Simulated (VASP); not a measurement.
# Bi (R-3m) in VASP: a series of runs

Aim: see how the results for Bi move with the level of theory and the settings. Levels: PBEsol, LDA, PBE, PBE+D3(BJ). Tasks: relaxation of cell and atoms.

All numbers are computed with VASP 6.6.1; they aren't measurements. Logs are shortened: lines on timing, memory, paths and dates and some standing lists are left out, and cuts for length are marked.

## Step 1: The structure

The structure is trigonal, space group R-3m (No. 166). The conventional cell has a = 4.535 Å, b = 4.535 Å, c = 11.814 Å, α = 90.00°, β = 90.00°, γ = 120.00°. Around Bi (site symmetry 3m) lie 6 Bi at 3.06 to 3.52 Å.

## Step 2: Relaxation of cell and atoms, PBEsol

The input, INCAR:

```
SYSTEM = Bi
PREC = Accurate
ENCUT = 600
EDIFF = 1E-7
ISMEAR = 0
SIGMA = 0.1
LREAL = .False.
LASPH = .True.
NELM = 100
ALGO = Normal
ISIF = 3
LWAVE = .False.
LCHARG = .False.
GGA = PS
IBRION = 2
NSW = 90
EDIFFG = -0.005
```

The input, KPOINTS:

```
Automatic mesh
0
Gamma
  12 12 12
  0 0 0
```

The input, POSCAR:

```
Bi
1.0
    2.2675000000      1.3091417400      3.9380000000
   -2.2675000000      1.3091417400      3.9380000000
    0.0000000000     -2.6182834700      3.9380000000
Bi
2
Direct
    0.2340000000      0.2340000000      0.2340000000
    0.7660000000      0.7660000000      0.7660000000
```

Potentials or basis: VASP PAW PBE potentials, release 64 (Bi_d).

Command:

```
> cat potpaw_PBE.64/Bi_d/POTCAR > POTCAR
> mpirun -np 1 vasp_std > vasp.out
```

OUTCAR:

```text
SYSTEM = Bi
   PREC = Accurate
   ENCUT = 600
   EDIFF = 1E-7
   ISMEAR = 0
   LREAL = .False.
   LASPH = .True.
   NELM = 100
   ISIF = 3
   GGA = PS
   IBRION = 2
   NSW = 90
   EDIFFG = -0.005

 ion  position               nearest neighbor table
   1  0.234  0.234  0.234-   2 3.06   2 3.06   2 3.06   2 3.52   2 3.52   2 3.52
   2  0.766  0.766  0.766-   1 3.06   1 3.06   1 3.06   1 3.52   1 3.52   1 3.52

  LATTYP: Found a trigonal (rhomboedric) cell.
 ALAT       =     4.7289800534
 COS(alpha) =     0.5401781297

  Lattice vectors:

 A1 = (   2.2675000000,   1.3091417400,   3.9380000000)
 A2 = (  -2.2675000000,   1.3091417400,   3.9380000000)
 A3 = (   0.0000000000,  -2.6182834700,   3.9380000000)

Analysis of symmetry for initial positions (statically):
=====================================================================
 Subroutine PRICEL returns:
 Original cell was already a primitive cell.

 Routine SETGRP: Setting up the symmetry group for a
 trigonal (rhombohedral) supercell.

 Subroutine GETGRP returns: Found 12 space group operations
 (whereof 12 operations were pure point group operations)
 out of a pool of 12 trial point group operations.

The static configuration has the point symmetry D_3d.

Analysis of symmetry for dynamics (positions and initial velocities):
=====================================================================
 Subroutine PRICEL returns:
 Original cell was already a primitive cell.

 Routine SETGRP: Setting up the symmetry group for a
 trigonal (rhombohedral) supercell.

 Subroutine GETGRP returns: Found 12 space group operations
 (whereof 12 operations were pure point group operations)
 out of a pool of 12 trial point group operations.

The dynamic configuration has the point symmetry D_3d.

 Subroutine INISYM returns: Found 12 space group operations
 (whereof 12 operations are pure point group operations),
 and found     1 'primitive' translations

----------------------------------------------------------------------------------------

                                     Primitive cell

  volume of cell :      70.1392

  direct lattice vectors                    reciprocal lattice vectors
     2.267500000  1.309141740  3.938000000     0.220507166  0.127309872  0.084645336
    -2.267500000  1.309141740  3.938000000    -0.220507166  0.127309872  0.084645336
     0.000000000 -2.618283470  3.938000000     0.000000000 -0.254619744  0.084645336

  length of vectors
     4.728980053  4.728980053  4.728980052     0.268320791  0.268320791  0.268320791

  position of ions in fractional coordinates (direct lattice)
     0.234000000  0.234000000  0.234000000
     0.766000000  0.766000000  0.766000000

  ion indices of the primitive-cell ions
   primitive index   ion index
                 1           1
                 2           2

----------------------------------------------------------------------------------------

 KPOINTS: Automatic mesh

Automatic generation of k-mesh.
 Grid dimensions read from file:
 generate k-points for:   12   12   12

 Generating k-lattice:

  Cartesian coordinates                     Fractional coordinates (reciprocal lattice)
     0.018375597  0.010609156  0.007053778     0.083333333  0.000000000  0.000000000
    -0.018375597  0.010609156  0.007053778     0.000000000  0.083333333  0.000000000
     0.000000000 -0.021218312  0.007053778     0.000000000  0.000000000  0.083333333

  Length of vectors
     0.022360066  0.022360066  0.022360066

  Shift w.r.t. Gamma in fractional coordinates (k-lattice)
     0.000000000  0.000000000  0.000000000

 Subroutine IBZKPT returns following result:
 ===========================================

 Found    189 irreducible k-points:

 Following reciprocal coordinates:
            Coordinates               Weight
  0.000000  0.000000  0.000000      1.000000
  0.083333  0.000000 -0.000000      6.000000
  0.166667  0.000000  0.000000      6.000000
  0.250000  0.000000  0.000000      6.000000
  0.333333  0.000000  0.000000      6.000000
  0.416667  0.000000 -0.000000      6.000000
[... 39 lines left out ...]
  volume of cell :       70.14
 maximum number of plane-waves:      2367
 NGX is ok and might be reduce to    40
   NGX = 19   NGY = 19   NGZ = 19

--------------------------------------- Ionic step        1  -------------------------------------------

 number of electron      30.0000001 magnetization

 Free energy of the ion-electron system (eV)
  ---------------------------------------------------
  ext. energy  EPLUGINS =         0.00000000
  ---------------------------------------------------
  free energy    TOTEN  =        -8.60054384 eV

  energy without entropy =       -8.59938932  energy(sigma->0) =       -8.59996658

------------------------ aborting loop because EDIFF is reached ----------------------------------------

  FORCE on cell =-STRESS in cart. coord.  units (eV):
  Direction    XX          YY          ZZ          XY          YZ          ZX
  --------------------------------------------------------------------------------------
  -------------------------------------------------------------------------------------
  Total       -0.1224889     -0.1224889     -0.0765966      0.0000000     -0.0000000      0.0000000
  in kB       -2.7979904     -2.7979904     -1.7496815      0.0000000     -0.0000000      0.0000000
  external PRESSURE =      -2.4485541 kB  Pullay stress =       0.0000000 kB
[... 89 lines left out ...]
  FREE ENERGIE OF THE ION-ELECTRON SYSTEM (eV)
  ---------------------------------------------------
  free  energy   TOTEN  =        -8.6047869502 eV

  energy  without entropy=       -8.6035187562  energy(sigma->0) =       -8.60415285

[... ionic steps 4 to 9 ...]

--------------------------------------- Ionic step       10  -------------------------------------------

 number of electron      30.0000003 magnetization

------------------------ aborting loop because EDIFF is reached ----------------------------------------

  FORCE on cell =-STRESS in cart. coord.  units (eV):
  Direction    XX          YY          ZZ          XY          YZ          ZX
  --------------------------------------------------------------------------------------
  -------------------------------------------------------------------------------------
  Total       -0.0097368     -0.0097368     -0.0175112      0.0000000     -0.0000000      0.0000000
  in kB       -0.2265893     -0.2265893     -0.4075091      0.0000000     -0.0000000      0.0000000
  external PRESSURE =      -0.2868959 kB  Pullay stress =       0.0000000 kB
[... 57 lines left out ...]
  energy  without entropy=       -8.6054029378  energy(sigma->0) =       -8.60601172

--------------------------------------- Ionic step       12  -------------------------------------------

 number of electron      30.0000002 magnetization

 Free energy of the ion-electron system (eV)
  ---------------------------------------------------
  ext. energy  EPLUGINS =         0.00000000
  ---------------------------------------------------
  free energy    TOTEN  =        -8.60662326 eV

  energy without entropy =       -8.60540187  energy(sigma->0) =       -8.60601256

 E-fermi :   6.4085     XC(G=0):  -9.8135

 val. band max:        6.3999936670   @ k =   0.4167   0.0833   0.0833
 cond. band min:       6.4783704595   @ k =   0.4167   0.0000  -0.0000
 fundamental gap:      0.0783767926
 Fermi energy:         6.4085498016

 k-point     1 :       0.0000    0.0000    0.0000
  band No.  band energies     occupation
      1     -16.4611      2.00000
      2     -16.4611      2.00000
      3     -16.3034      2.00000
      4     -16.3034      2.00000
      5     -16.2929      2.00000
      6     -16.1109      2.00000
[... 11 lines left out ...]
     18       9.4654      0.00000
     19      11.9163      0.00000
[... 489 lines left out ...]
      3     -16.2544      2.00000
      4     -16.2374      2.00000
      5     -16.2149      2.00000
      6     -16.1998      2.00000
[... 11 lines left out ...]
     18       9.7032      0.00000
     19      13.2226      0.00000

 [... further k-points ...]
[... 5 lines left out ...]
  --------------------------------------------------------------------------------------
  -------------------------------------------------------------------------------------
  Total        0.0011940      0.0011940      0.0026584      0.0000000      0.0000000      0.0000000
  in kB        0.0278031      0.0278031      0.0619005      0.0000000      0.0000000      0.0000000
  external PRESSURE =       0.0391689 kB  Pullay stress =       0.0000000 kB
[... 17 lines left out ...]
  FREE ENERGIE OF THE ION-ELECTRON SYSTEM (eV)
  ---------------------------------------------------
  free  energy   TOTEN  =        -8.6066232582 eV

  energy  without entropy=       -8.6054018706  energy(sigma->0) =       -8.60601256

 reached required accuracy - stopping structural energy minimisation
```

Wall time 14 min (1 thread of Intel Xeon 6975P-C (Granite Rapids), shared host); peak memory 0.43 GiB.

Results:

```
Free energy                            : -8.6066 eV
Relaxed volume                         : 34.40 Å³/atom
Relaxed cell                           : a = 4.678 Å, b = 4.678 Å, c = 4.678 Å, α = 57.85°, β = 57.85°, γ = 57.85°
Space group after relaxing (to 0.05 Å) : R-3m (No. 166)
Energy gained by relaxing              : 3.0 meV/atom
Ionic steps                            : 12
Pressure after relaxing                : 0.0 GPa
Band gap on the k mesh                 : none (metal or under the smearing width)
```

Step by step:
```
step  energy change (eV)  largest force (eV/Å)  pressure (GPa)  volume (Å³)
   1              0.0000                0.1611           -0.24        70.14
   2             -0.0027                0.1295           -0.01        69.60
   3             -0.0042                0.0878            0.31        68.88
   4             -0.0054                0.0092           -0.18        69.26
   5             -0.0054                0.0038           -0.12        69.21
   6             -0.0058                0.0021           -0.06        69.04
   7             -0.0060                0.0121            0.05        68.71
   8             -0.0060                0.0104            0.03        68.76
   9             -0.0061                0.0082           -0.02        68.84
  10             -0.0061                0.0077           -0.03        68.85
  11             -0.0061                0.0024            0.02        68.79
  12             -0.0061                0.0018            0.00        68.81
```

Final structure:
```
Bi
1.0
     2.26253    1.30627    3.88025
    -2.26253    1.30627    3.88025
     0.00000   -2.61254    3.88025
Bi
2
Direct
  0.23683 0.23683 0.23683
  0.76317 0.76317 0.76317
```

Caveat: the PAW data sets were made with another functional, which shifts forces and pressure a little; spin-orbit coupling is left out, which moves the levels of the heavy elements.

## Step 3: Relaxation of cell and atoms, LDA

INCAR: that of step 2 with these lines changed.

```diff
@@ -13,3 +13,3 @@
 LCHARG = .False.
-GGA = PS
+GGA = CA
 IBRION = 2
```

KPOINTS is that of step 2.

POSCAR is that of step 2.

Potentials or basis: VASP PAW LDA potentials, release 64 (Bi_d).

Command:

```
> cat potpaw_LDA.64/Bi_d/POTCAR > POTCAR
> mpirun -np 1 vasp_std > vasp.out
```

Wall time 18 min (1 thread of Intel Xeon 6975P-C (Granite Rapids), shared host); peak memory 0.41 GiB.

The run converged. Its results:

```
Free energy                            : -9.1264 eV
Relaxed volume                         : 33.58 Å³/atom
Relaxed cell                           : a = 4.630 Å, b = 4.630 Å, c = 4.630 Å, α = 58.11°, β = 58.11°, γ = 58.11°
Space group after relaxing (to 0.05 Å) : R-3m (No. 166)
Energy gained by relaxing              : 8.4 meV/atom
Ionic steps                            : 17
Pressure after relaxing                : 0.0 GPa
Largest force after relaxing           : 0.005 eV/Å
Band gap on the k mesh                 : none (metal or under the smearing width)
```

Forces in eV/Å, atoms in the order of the input:
```
Bi   0.000  0.000  0.005
Bi   0.000  0.000 -0.005
```

The path:
| step | energy change (eV) | largest force (eV/Å) | pressure (GPa) | volume (Å³) |
| --- | --- | --- | --- | --- |
| 1 | 0.0000 | 0.0939 | -1.34 | 70.14 |
| 2 | -0.0076 | 0.2546 | 0.77 | 67.20 |
| 3 | -0.0093 | 0.2062 | 0.10 | 68.06 |
| 4 | -0.0127 | 0.1379 | 0.08 | 67.80 |
| 5 | -0.0158 | 0.0115 | 0.08 | 67.18 |
| 6 | -0.0158 | 0.0029 | 0.09 | 67.21 |
| 7 | -0.0164 | 0.0147 | -0.16 | 67.44 |
| 8 | -0.0164 | 0.0166 | -0.20 | 67.48 |
| 9 | -0.0167 | 0.0034 | -0.05 | 67.28 |
| 10 | -0.0167 | 0.0081 | -0.02 | 67.23 |
| 11 | -0.0167 | 0.0094 | -0.02 | 67.22 |
| 12 | -0.0167 | 0.0100 | -0.01 | 67.21 |
| 13 | -0.0167 | 0.0075 | -0.03 | 67.19 |
| 14 | -0.0167 | 0.0019 | 0.04 | 67.12 |
| 15 | -0.0167 | 0.0047 | 0.05 | 67.14 |
| 16 | -0.0167 | 0.0066 | 0.02 | 67.17 |
| 17 | -0.0167 | 0.0048 | 0.00 | 67.16 |

Final structure:
```
Bi
1.0
     2.24871    1.29829    3.83388
    -2.24871    1.29829    3.83388
     0.00000   -2.59659    3.83388
Bi
2
Direct
  0.23728 0.23728 0.23728
  0.76272 0.76272 0.76272
```

Levels at points of the mesh, in eV from the Fermi level:
| k point | band 12 | band 13 | band 14 | band 15 | band 16 | band 17 | band 18 | band 19 |
| --- | --- | --- | --- | --- | --- | --- | --- | --- |
| (0.00, 0.00, 0.00) | -7.32 | -1.54 | -1.31 | -1.31 | 2.79 | 3.08 | 3.08 | 5.55 |
| (0.50, 0.00, 0.00) | -10.74 | -1.13 | -1.03 | -0.29 | -0.24 | 0.35 | 0.74 | 7.82 |
| (0.50, 0.50, 0.00) | -9.43 | -5.01 | -3.22 | -3.11 | 2.43 | 5.14 | 5.46 | 7.15 |
| (0.50, 0.50, 0.50) | -10.25 | -0.84 | -0.56 | -0.56 | 0.46 | 0.46 | 0.57 | 7.37 |

Caveat: spin-orbit coupling is left out, which moves the levels of the heavy elements.

## Step 4: Relaxation of cell and atoms, PBE

INCAR: that of step 3 with these lines changed.

```diff
@@ -13,3 +13,3 @@
 LCHARG = .False.
-GGA = CA
+GGA = PE
 IBRION = 2
```

KPOINTS is that of step 3.

POSCAR is that of step 3.

Potentials or basis: VASP PAW PBE potentials, release 64 (Bi_d).

Command:

```
> cat potpaw_PBE.64/Bi_d/POTCAR > POTCAR
> mpirun -np 1 vasp_std > vasp.out
```

Wall time 17 min (1 thread of Intel Xeon 6975P-C (Granite Rapids), shared host); peak memory 0.44 GiB.

It converged, with:

```
Free energy                            : -7.7742 eV
Relaxed volume                         : 36.82 Å³/atom
Relaxed cell                           : a = 4.838 Å, b = 4.838 Å, c = 4.838 Å, α = 56.54°, β = 56.54°, γ = 56.54°
Space group after relaxing (to 0.05 Å) : R-3m (No. 166)
Energy gained by relaxing              : 11.4 meV/atom
Ionic steps                            : 11
Pressure after relaxing                : 0.0 GPa
Band gap on the k mesh                 : none (metal or under the smearing width)
```

The path:
| step | energy change (eV) | largest force (eV/Å) | pressure (GPa) | volume (Å³) |
| --- | --- | --- | --- | --- |
| 1 | 0.0000 | 0.2312 | 2.21 | 70.14 |
| 2 | -0.0139 | 0.1522 | -1.15 | 75.16 |
| 3 | -0.0218 | 0.0160 | 0.01 | 73.20 |
| 4 | -0.0221 | 0.0192 | 0.01 | 73.24 |
| 5 | -0.0225 | 0.0275 | 0.01 | 73.35 |
| 6 | -0.0226 | 0.0312 | 0.02 | 73.40 |
| 7 | -0.0227 | 0.0157 | 0.03 | 73.48 |
| 8 | -0.0228 | 0.0028 | 0.03 | 73.55 |
| 9 | -0.0228 | 0.0040 | 0.03 | 73.58 |
| 10 | -0.0227 | 0.0052 | -0.07 | 73.77 |
| 11 | -0.0228 | 0.0003 | 0.00 | 73.65 |

Final structure:
```xyz
2
Lattice="2.2912 1.3228 4.0502 -2.2912 1.3228 4.0502 0.0000 -2.6456 4.0502" Properties=species:S:1:pos:R:3 pbc="T T T"
Bi    0.0000    0.0000    2.8408
Bi    0.0000    0.0000    9.3097
```

Levels at points of the mesh, in eV from the Fermi level:
```
           k point  band 12  band 13  band 14  band 15  band 16  band 17  band 18  band 19
(0.00, 0.00, 0.00)    -7.62    -1.46    -1.08    -1.08     2.44     2.88     2.88     5.63
(0.50, 0.00, 0.00)   -10.36    -1.35    -1.11    -0.28    -0.19     0.54     1.09     7.34
(0.50, 0.50, 0.00)    -9.44    -4.41    -2.86    -2.67     2.44     4.70     5.28     6.37
(0.50, 0.50, 0.50)    -9.79    -0.86    -0.51    -0.51     0.76     0.79     0.79     6.86
```

Caveat: spin-orbit coupling is left out, which moves the levels of the heavy elements.

## Step 5: Relaxation of cell and atoms, PBE+D3(BJ)

INCAR: that of step 4 with these lines changed.

```diff
@@ -14,2 +14,3 @@
 GGA = PE
+IVDW = 12
 IBRION = 2
```

KPOINTS is that of step 4.

POSCAR is that of step 4.

Command:

```
> cat potpaw_PBE.64/Bi_d/POTCAR > POTCAR
> mpirun -np 1 vasp_std > vasp.out
```

It took 12 min on 1 thread of Intel Xeon 6975P-C (Granite Rapids), shared host; peak memory 0.44 GiB.

Results (log left out):

```yaml
Free_energy: -8.6699 eV
Relaxed_volume: 34.56 Å³/atom
Relaxed_cell: a = 4.683 Å, b = 4.683 Å, c = 4.683 Å, α = 57.89°, β = 57.89°, γ = 57.89°
Space_group_after_relaxing_to_0.05_Å: R-3m (No. 166)
Energy_gained_by_relaxing: 4.1 meV/atom
Ionic_steps: 8
Pressure_after_relaxing: 0.0 GPa
Band_gap_on_the_k_mesh: none (metal or under the smearing width)
Dispersion_energy_per_atom: -0.462 eV
```

The path:
```
step  energy change (eV)  largest force (eV/Å)  pressure (GPa)  volume (Å³)
   1              0.0000                0.2292            0.07        70.14
   2             -0.0038                0.1221           -0.27        70.29
   3             -0.0049                0.0258           -0.57        70.44
   4             -0.0071                0.0123           -0.17        69.65
   5             -0.0074                0.0056            0.03        69.27
   6             -0.0077                0.0049            0.02        69.24
   7             -0.0081                0.0025            0.01        69.15
   8             -0.0081                0.0017            0.01        69.11
```

Final structure:
```yaml
crystal:
  lattice:
    - [2.26657, 1.30861, 3.88341]
    - [-2.26657, 1.30861, 3.88341]
    - [0.00000, -2.61721, 3.88341]
  atoms:
    - { symbol: Bi, position: [0.23719, 0.23719, 0.23719] }
    - { symbol: Bi, position: [0.76281, 0.76281, 0.76281] }
```

Levels at points of the mesh, in eV from the Fermi level:
| k point | band 11 | band 12 | band 13 | band 14 | band 15 | band 16 | band 17 | band 18 | band 19 |
| --- | --- | --- | --- | --- | --- | --- | --- | --- | --- |
| (0.00, 0.00, 0.00) | -13.15 | -7.41 | -1.50 | -1.24 | -1.24 | 2.76 | 3.05 | 3.05 | 5.52 |
| (0.50, 0.00, 0.00) | -11.14 | -10.62 | -1.13 | -1.00 | -0.26 | -0.25 | 0.37 | 0.78 | 7.73 |
| (0.50, 0.50, 0.00) | -11.27 | -9.41 | -4.83 | -3.11 | -2.97 | 2.48 | 5.03 | 5.37 | 6.95 |
| (0.50, 0.50, 0.50) | -11.72 | -10.15 | -0.80 | -0.52 | -0.52 | 0.52 | 0.52 | 0.56 | 7.30 |

Caveat: spin-orbit coupling is left out, which moves the levels of the heavy elements; pairwise dispersion overbinds metals, which lowers pressure and volume.

## Step 6: The runs side by side

```tsv
level	potentials or basis	gap on the mesh (eV)	pressure (GPa)	relaxed volume (Å³/atom)
PBEsol	VASP PAW PBE potentials, release 64 (Bi_d)	none	0.0	34.40
LDA	VASP PAW LDA potentials, release 64 (Bi_d)	none	0.0	33.58
PBE	VASP PAW PBE potentials, release 64 (Bi_d)	none	0.0	36.82
PBE+D3(BJ)	VASP PAW PBE potentials, release 64 (Bi_d)	none	0.0	34.56
```

Alike in all rows: task relaxation of cell and atoms; no spin polarisation; cell relaxed; k mesh 12 × 12 × 12; cutoff (eV) 600; smearing gaussian 0.1 eV.

Caveats: spin-orbit coupling is left out, which moves the levels of the heavy elements; the PAW data sets were made with another functional, which shifts forces and pressure a little (some runs); pairwise dispersion overbinds metals, which lowers pressure and volume (some runs).

Total energies depend on the potentials used, so only differences within one code and one set of settings carry meaning.
